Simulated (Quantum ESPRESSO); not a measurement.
# MgS (Niningerite) (Fm-3m) in Quantum ESPRESSO: a series of runs

One crystal, MgS (Niningerite), is run at these levels: LDA; tasks: band structure, single point, equation of state.

All numbers are computed with Quantum ESPRESSO 7.5; they aren't measurements. Logs are shortened: lines on timing, memory, paths and dates and some standing lists are left out, and cuts for length are marked.

## (1) Starting point

Symmetry: Fm-3m, No. 225, cubic system. The conventional cell has a = 5.203 Å, b = 5.203 Å, c = 5.203 Å, α = 90.00°, β = 90.00°, γ = 90.00°. S (site symmetry m-3m) has 6 Mg at 2.60 Å as nearest neighbours. Mg (site symmetry m-3m) is surrounded by 6 S at 2.60 Å.

## (2) Band structure, LDA

The input, pw.in:

```
&CONTROL
  calculation = 'scf'
  prefix = 'pwscf'
  outdir = './tmp'
  pseudo_dir = './pseudo'
  tprnfor = .true.
  tstress = .true.
  disk_io = 'low'
/
&SYSTEM
  ibrav = 0
  nat = 2
  ntyp = 2
  ecutwfc = 84
  nbnd = 14
  occupations = 'smearing'
  smearing = 'fd'
  degauss = 0.00367493
/
&ELECTRONS
  conv_thr = 4d-10
  electron_maxstep = 120
  mixing_beta = 0.5
/
ATOMIC_SPECIES
S     32.0600 S.upf
Mg    24.3050 Mg.upf
CELL_PARAMETERS angstrom
   0.0000000000    2.6016500000    2.6016500000
   2.6016500000    0.0000000000    2.6016500000
   2.6016500000    2.6016500000    0.0000000000
ATOMIC_POSITIONS angstrom
S      2.6016500000    2.6016500000    2.6016500000
Mg     0.0000000000    0.0000000000    0.0000000000
K_POINTS automatic
9 9 9 0 0 0
```

The input, bands.in:

```
&CONTROL
  calculation = 'bands'
  prefix = 'pwscf'
  outdir = './tmp'
  pseudo_dir = './pseudo'
  disk_io = 'low'
  verbosity = 'high'
/
&SYSTEM
  ibrav = 0
  nat = 2
  ntyp = 2
  ecutwfc = 84
  nbnd = 14
  occupations = 'smearing'
  smearing = 'fd'
  degauss = 0.00367493
/
&ELECTRONS
  conv_thr = 1d-08
  electron_maxstep = 120
  mixing_beta = 0.5
  diago_full_acc = .true.
/
ATOMIC_SPECIES
S     32.0600 S.upf
Mg    24.3050 Mg.upf
CELL_PARAMETERS angstrom
   0.0000000000    2.6016500000    2.6016500000
   2.6016500000    0.0000000000    2.6016500000
   2.6016500000    2.6016500000    0.0000000000
ATOMIC_POSITIONS angstrom
S      2.6016500000    2.6016500000    2.6016500000
Mg     0.0000000000    0.0000000000    0.0000000000
K_POINTS crystal
60
 0.0000000000  0.0000000000  0.0000000000 1
 0.0625000000  0.0000000000  0.0625000000 1
 0.1250000000  0.0000000000  0.1250000000 1
 0.1875000000  0.0000000000  0.1875000000 1
 0.2500000000  0.0000000000  0.2500000000 1
 0.3125000000  0.0000000000  0.3125000000 1
 0.3750000000  0.0000000000  0.3750000000 1
 0.4375000000  0.0000000000  0.4375000000 1
 0.5000000000  0.0000000000  0.5000000000 1
 0.5000000000  0.0625000000  0.5625000000 1
 0.5000000000  0.1250000000  0.6250000000 1
 0.5000000000  0.1875000000  0.6875000000 1
 0.5000000000  0.2500000000  0.7500000000 1
 0.4375000000  0.3125000000  0.7500000000 1
 0.3750000000  0.3750000000  0.7500000000 1
 0.3375000000  0.3375000000  0.6750000000 1
 0.3000000000  0.3000000000  0.6000000000 1
 0.2625000000  0.2625000000  0.5250000000 1
 0.2250000000  0.2250000000  0.4500000000 1
 0.1875000000  0.1875000000  0.3750000000 1
 0.1500000000  0.1500000000  0.3000000000 1
 0.1125000000  0.1125000000  0.2250000000 1
 0.0750000000  0.0750000000  0.1500000000 1
 0.0375000000  0.0375000000  0.0750000000 1
 0.0000000000  0.0000000000  0.0000000000 1
 0.0625000000  0.0625000000  0.0625000000 1
 0.1250000000  0.1250000000  0.1250000000 1
 0.1875000000  0.1875000000  0.1875000000 1
 0.2500000000  0.2500000000  0.2500000000 1
 0.3125000000  0.3125000000  0.3125000000 1
 0.3750000000  0.3750000000  0.3750000000 1
 0.4375000000  0.4375000000  0.4375000000 1
 0.5000000000  0.5000000000  0.5000000000 1
 0.5250000000  0.4500000000  0.5250000000 1
 0.5500000000  0.4000000000  0.5500000000 1
 0.5750000000  0.3500000000  0.5750000000 1
 0.6000000000  0.3000000000  0.6000000000 1
 0.6250000000  0.2500000000  0.6250000000 1
 0.5833333333  0.2500000000  0.6666666667 1
 0.5416666667  0.2500000000  0.7083333333 1
 0.5000000000  0.2500000000  0.7500000000 1
 0.5000000000  0.2857142857  0.7142857143 1
 0.5000000000  0.3214285714  0.6785714286 1
 0.5000000000  0.3571428571  0.6428571429 1
 0.5000000000  0.3928571429  0.6071428571 1
 0.5000000000  0.4285714286  0.5714285714 1
 0.5000000000  0.4642857143  0.5357142857 1
 0.5000000000  0.5000000000  0.5000000000 1
 0.4821428571  0.4821428571  0.5357142857 1
 0.4642857143  0.4642857143  0.5714285714 1
 0.4464285714  0.4464285714  0.6071428571 1
 0.4285714286  0.4285714286  0.6428571429 1
 0.4107142857  0.4107142857  0.6785714286 1
 0.3928571429  0.3928571429  0.7142857143 1
 0.3750000000  0.3750000000  0.7500000000 1
 0.6250000000  0.2500000000  0.6250000000 1
 0.5937500000  0.1875000000  0.5937500000 1
 0.5625000000  0.1250000000  0.5625000000 1
 0.5312500000  0.0625000000  0.5312500000 1
 0.5000000000  0.0000000000  0.5000000000 1
```

Potentials or basis: PseudoDojo 0.4.1 SR LDA standard.

Launch:

```
> OMP_NUM_THREADS=1 pw.x -in pw.in > pw.out
> OMP_NUM_THREADS=1 pw.x -in bands.in > bands.out
```

pw.out:

```text
This program is part of the open-source Quantum ESPRESSO suite
     for quantum simulation of materials; please cite
         "P. Giannozzi et al., J. Phys.:Condens. Matter 21 395502 (2009);
         "P. Giannozzi et al., J. Phys.:Condens. Matter 29 465901 (2017);
         "P. Giannozzi et al., J. Chem. Phys. 152 154105 (2020);
     in publications or presentations arising from this work. More details at

     Message from routine setup:
     using ibrav=0 with symmetry is DISCOURAGED, use correct ibrav instead

     G-vector sticks info
     --------------------
     sticks:   dense  smooth     PW     G-vecs:    dense   smooth      PW
     Sum        1123    1123    337                24693    24693    3943

     Using Slab Decomposition

     bravais-lattice index     =            0
     lattice parameter (alat)  =       6.9528  a.u.
     unit-cell volume          =     237.6694 (a.u.)^3
     number of atoms/cell      =            2
     number of atomic types    =            2
     number of electrons       =        16.00
     number of Kohn-Sham states=           14
     kinetic-energy cutoff     =      84.0000  Ry
     charge density cutoff     =     336.0000  Ry
     scf convergence threshold =      4.0E-10
     mixing beta               =       0.5000
     number of iterations used =            8  plain     mixing
     Exchange-correlation= SLA  PW   NOGX NOGC
                           (   1   4   0   0   0   0   0)

     celldm(1)=   6.952848  celldm(2)=   0.000000  celldm(3)=   0.000000
     celldm(4)=   0.000000  celldm(5)=   0.000000  celldm(6)=   0.000000

     crystal axes: (cart. coord. in units of alat)
               a(1) = (   0.000000   0.707107   0.707107 )
               a(2) = (   0.707107   0.000000   0.707107 )
               a(3) = (   0.707107   0.707107   0.000000 )

     reciprocal axes: (cart. coord. in units 2 pi/alat)
               b(1) = ( -0.707107  0.707107  0.707107 )
               b(2) = (  0.707107 -0.707107  0.707107 )
               b(3) = (  0.707107  0.707107 -0.707107 )

     PseudoPot. # 1 for S  read from file:
     S.upf
     Pseudo is Norm-conserving + core correction, Zval =  6.0
     Generated using ONCVPSP code by D. R. Hamann
     Using radial grid of 1132 points,  6 beta functions with:
                l(1) =   0
                l(2) =   0
                l(3) =   1
                l(4) =   1
                l(5) =   2
                l(6) =   2

     PseudoPot. # 2 for Mg read from file:
     Mg.upf
     Pseudo is Norm-conserving, Zval = 10.0
     Generated using ONCVPSP code by D. R. Hamann
     Using radial grid of 1510 points,  4 beta functions with:
                l(1) =   0
                l(2) =   0
                l(3) =   1
                l(4) =   1

     atomic species   valence    mass     pseudopotential
     S                 6.00    32.06000     S ( 1.00)
     Mg               10.00    24.30500     Mg( 1.00)

     48 Sym. Ops., with inversion, found

   Cartesian axes

     site n.     atom                  positions (alat units)
         1        S      tau(   1) = (   0.7071068   0.7071068   0.7071068  )
         2        Mg     tau(   2) = (   0.0000000   0.0000000   0.0000000  )

     number of k points=    35  Fermi-Dirac smearing, width (Ry)=  0.0037
                       cart. coord. in units 2pi/alat
        k(    1) = (   0.0000000   0.0000000   0.0000000), wk =   0.0027435
        k(    2) = (   0.0785674   0.0785674  -0.0785674), wk =   0.0219479
        k(    3) = (   0.1571348   0.1571348  -0.1571348), wk =   0.0219479
        k(    4) = (   0.2357023   0.2357023  -0.2357023), wk =   0.0219479
        k(    5) = (   0.3142697   0.3142697  -0.3142697), wk =   0.0219479
        k(    6) = (   0.1571348   0.0000000  -0.0000000), wk =   0.0164609
[... 27 lines left out ...]
        k(   34) = (  -0.0000000  -0.4714045   0.6285394), wk =   0.0658436
        k(   35) = (  -0.0785674  -0.3928371   0.7071068), wk =   0.0658436

     Dense  grid:    24693 G-vectors     FFT dimensions: (  45,  45,  45)

[... 56 lines left out ...]
    10.3479  13.7060  14.2136  14.2136  15.8032  15.8032

          k = 0.1571 0.1571-0.1571 (  3095 PWs)   bands (ev):

   -67.8877 -35.3025 -35.3001 -35.3001  -6.0205   3.7006   5.8993   5.8993
    10.9450  13.9994  13.9994  14.0186  16.0053  16.0053

          k = 0.2357 0.2357-0.2357 (  3100 PWs)   bands (ev):

   -67.8876 -35.3048 -35.3004 -35.3004  -5.5634   2.2694   5.7095   5.7095
    10.7714  13.3340  13.3340  15.3062  17.5150  17.5205

          k = 0.3143 0.3143-0.3143 (  3091 PWs)   bands (ev):

   -67.8875 -35.3063 -35.3006 -35.3006  -5.2015   1.3896   5.5967   5.5967
    10.5679  12.9452  12.9452  15.9888  17.9613  19.5556

          k = 0.1571 0.0000-0.0000 (  3087 PWs)   bands (ev):

   -67.8878 -35.3004 -35.3000 -35.3000  -6.3194   5.3035   5.9018   5.9018
    10.6298  13.2028  14.5321  14.5321  14.7750  16.6009

          k = 0.2357 0.0786-0.0786 (  3089 PWs)   bands (ev):

   -67.8877 -35.3019 -35.3003 -35.3002  -6.0538   4.1259   5.6503   5.7277
    11.3582  12.9221  13.6550  14.7699  15.4658  16.7714

          k = 0.3143 0.1571-0.1571 (  3083 PWs)   bands (ev):

   -67.8876 -35.3041 -35.3007 -35.3005  -5.6337   2.7447   5.4488   5.4569
    11.3238  12.8403  13.9686  14.1726  16.8486  18.0591

          k = 0.3928 0.2357-0.2357 (  3072 PWs)   bands (ev):

   -67.8875 -35.3057 -35.3009 -35.3008  -5.2271   1.7182   5.1543   5.3928
    11.1289  12.4103  13.5546  15.5629  17.6460  19.3062

          k =-0.2357-0.3928 0.3928 (  3091 PWs)   bands (ev):
[... 79 lines left out ...]
          k = 0.3143 0.1571-0.0000 (  3084 PWs)   bands (ev):

   -67.8877 -35.3031 -35.3011 -35.3004  -5.7473   3.3708   4.9469   5.6365
    11.8524  12.5934  13.0963  15.0713  15.7351  18.2037

          k = 0.3928 0.2357-0.0786 (  3076 PWs)   bands (ev):

   -67.8876 -35.3046 -35.3017 -35.3007  -5.3427   2.4451   4.4479   5.3813
    11.7440  12.4438  13.5972  14.7261  17.0252  19.8828

          k =-0.2357-0.3928 0.5500 (  3097 PWs)   bands (ev):

   -67.8875 -35.3056 -35.3020 -35.3010  -5.0319   1.7865   4.2502   5.1628
    11.6685  11.9942  14.1346  15.3744  18.2817  19.3127

          k = 0.4714 0.1571-0.0000 (  3084 PWs)   bands (ev):

   -67.8875 -35.3045 -35.3020 -35.3014  -5.2114   2.5665   4.3623   4.8410
    10.5583  11.8138  14.3240  16.3172  17.4538  20.0494

          k =-0.1571-0.4714 0.6285 (  3088 PWs)   bands (ev):

   -67.8875 -35.3050 -35.3027 -35.3016  -4.9241   2.2439   3.7230   4.6051
    10.6796  12.6436  14.0765  15.9597  18.4416  20.4215

          k =-0.0786-0.3928 0.5500 (  3100 PWs)   bands (ev):

   -67.8874 -35.3048 -35.3033 -35.3015  -4.8425   2.2350   3.2737   4.6940
    11.0106  13.0750  14.7283  14.9737  18.1273  19.3762

          k = 0.0000-0.3143 0.4714 (  3081 PWs)   bands (ev):

   -67.8875 -35.3047 -35.3030 -35.3011  -5.0230   2.3351   3.5206   5.0233
    11.5475  12.9294  13.6433  15.2778  17.6677  19.4049

          k =-0.0786-0.5500 0.7071 (  3093 PWs)   bands (ev):

   -67.8874 -35.3053 -35.3026 -35.3022  -4.8148   2.1762   4.0355   4.2273
     9.6894  11.3836  15.8910  17.0723  19.0858  20.9290

          k =-0.0000-0.4714 0.6285 (  3111 PWs)   bands (ev):

   -67.8874 -35.3048 -35.3034 -35.3021  -4.7510   2.4247   3.1850   4.3020
    10.2921  12.5462  15.1619  15.7781  18.9422  20.2585

          k =-0.0786-0.3928 0.7071 (  3084 PWs)   bands (ev):

   -67.8874 -35.3044 -35.3036 -35.3021  -4.7647   2.5799   3.1572   4.0135
    11.1742  13.4290  13.6807  15.1322  19.5650  19.8298

     the Fermi energy is     7.3951 ev

!    total energy              =    -140.89779953 Ry
     estimated scf accuracy    <          7.4E-11 Ry
     smearing contrib. (-TS)   =      -0.00000000 Ry
     internal energy E=F+TS    =    -140.89779953 Ry

     The total energy is F=E-TS. E is the sum of the following terms:
     one-electron contribution =     -86.59380209 Ry
     hartree contribution      =      44.24806785 Ry
     xc contribution           =     -21.83858876 Ry
     ewald contribution        =     -76.71347653 Ry

     convergence has been achieved in   8 iterations

     Forces acting on atoms (cartesian axes, Ry/au):

     atom    1 type  1   force =    -0.00000000    0.00000000   -0.00000000
     atom    2 type  2   force =     0.00000000    0.00000000   -0.00000000

     Total force =     0.000000     Total SCF correction =     0.000000

     Computing stress (Cartesian axis) and pressure

          total   stress  (Ry/bohr**3)                   (kbar)     P=      -31.83
  -0.00021638  -0.00000000  -0.00000000          -31.83       -0.00       -0.00
   0.00000000  -0.00021638  -0.00000000            0.00      -31.83       -0.00
  -0.00000000   0.00000000  -0.00021638           -0.00        0.00      -31.83

=------------------------------------------------------------------------------=
   JOB DONE.
=------------------------------------------------------------------------------=
```

Wall time 59 s (1 thread of Intel Xeon Platinum 8259CL at 2.50GHz (Skylake/Cascade Lake), shared host); peak memory 0.09 GiB.

What came out:

```yaml
Free_energy: -1917.0122 eV
Pressure: -3.2 GPa
Band_gap_on_the_k_mesh: 2.69 eV, indirect (least direct gap 3.48 eV)
Band_gap_along_the_path: 2.56 eV, indirect (least direct gap 3.48 eV)
```

Levels at the corners of the path, in eV from the valence-band top:
| point | band 4 | band 5 | band 6 | band 7 | band 8 | band 9 | band 10 | band 11 | band 12 | band 13 |
| --- | --- | --- | --- | --- | --- | --- | --- | --- | --- | --- |
| Γ | -41.47 | -12.65 | 0.00 | 0.00 | 0.00 | 3.48 | 7.83 | 7.83 | 7.83 | 10.23 |
| X | -41.47 | -10.95 | -4.24 | -1.70 | -1.70 | 2.56 | 4.27 | 11.79 | 12.65 | 13.11 |
| W | -41.47 | -10.90 | -3.27 | -3.27 | -2.41 | 5.08 | 7.83 | 7.83 | 7.86 | 14.09 |
| K | -41.47 | -10.94 | -3.74 | -3.24 | -1.37 | 3.72 | 6.57 | 9.51 | 9.92 | 11.64 |
| Γ | -41.47 | -12.65 | 0.00 | 0.00 | 0.00 | 3.48 | 7.83 | 7.83 | 7.83 | 10.23 |
| L | -41.47 | -11.31 | -4.90 | -0.59 | -0.59 | 4.37 | 6.73 | 6.73 | 9.86 | 11.99 |
| U | -41.47 | -10.94 | -3.74 | -3.24 | -1.37 | 3.72 | 6.57 | 9.51 | 9.92 | 11.64 |
| W | -41.47 | -10.90 | -3.27 | -3.27 | -2.41 | 5.08 | 7.83 | 7.83 | 7.86 | 14.09 |
| L | -41.47 | -11.31 | -4.90 | -0.59 | -0.59 | 4.37 | 6.73 | 6.73 | 9.86 | 11.99 |
| K | -41.47 | -10.94 | -3.74 | -3.24 | -1.37 | 3.72 | 6.57 | 9.51 | 9.92 | 11.64 |
| U | -41.47 | -10.94 | -3.74 | -3.24 | -1.37 | 3.72 | 6.57 | 9.51 | 9.92 | 11.64 |
| X | -41.47 | -10.95 | -4.24 | -1.70 | -1.70 | 2.56 | 4.27 | 11.79 | 12.65 | 13.11 |

Caveat: the mesh misses the band edges, which the band path finds closer together. As with any semilocal functional, this LDA gap is likely too small.

## (3) Single point, LDA, 16.55 Å³/atom

The input, pw.in:

```
&CONTROL
  calculation = 'scf'
  prefix = 'pwscf'
  outdir = './tmp'
  pseudo_dir = './pseudo'
  tprnfor = .true.
  tstress = .true.
  disk_io = 'nowf'
/
&SYSTEM
  ibrav = 0
  nat = 2
  ntyp = 2
  ecutwfc = 84
  nbnd = 14
  occupations = 'smearing'
  smearing = 'fd'
  degauss = 0.00367493
/
&ELECTRONS
  conv_thr = 4d-10
  electron_maxstep = 120
  mixing_beta = 0.5
/
ATOMIC_SPECIES
S     32.0600 S.upf
Mg    24.3050 Mg.upf
CELL_PARAMETERS angstrom
   0.0000000000    2.5485401997    2.5485401997
   2.5485401997    0.0000000000    2.5485401997
   2.5485401997    2.5485401997    0.0000000000
ATOMIC_POSITIONS crystal
S      0.5000000000    0.5000000000    0.5000000000
Mg     0.0000000000    0.0000000000    0.0000000000
K_POINTS automatic
9 9 9 0 0 0
```

Potentials or basis: PseudoDojo 0.4.1 SR LDA standard.

Launch:

```
> OMP_NUM_THREADS=1 pw.x -in pw.in > pw.out
```

It took 19 s on 1 thread of Intel Xeon Platinum 8259CL at 2.50GHz (Skylake/Cascade Lake), shared host; peak memory 0.09 GiB.

Results (log left out):

* Free energy: -1917.0232 eV
* Pressure: 1.7 GPa
* Band gap on the k mesh: 2.82 eV, indirect (least direct gap 3.98 eV)

Caveat: an odd mesh through Γ misses points on the zone boundary, where band edges often lie.

[end of part 1 of 2]
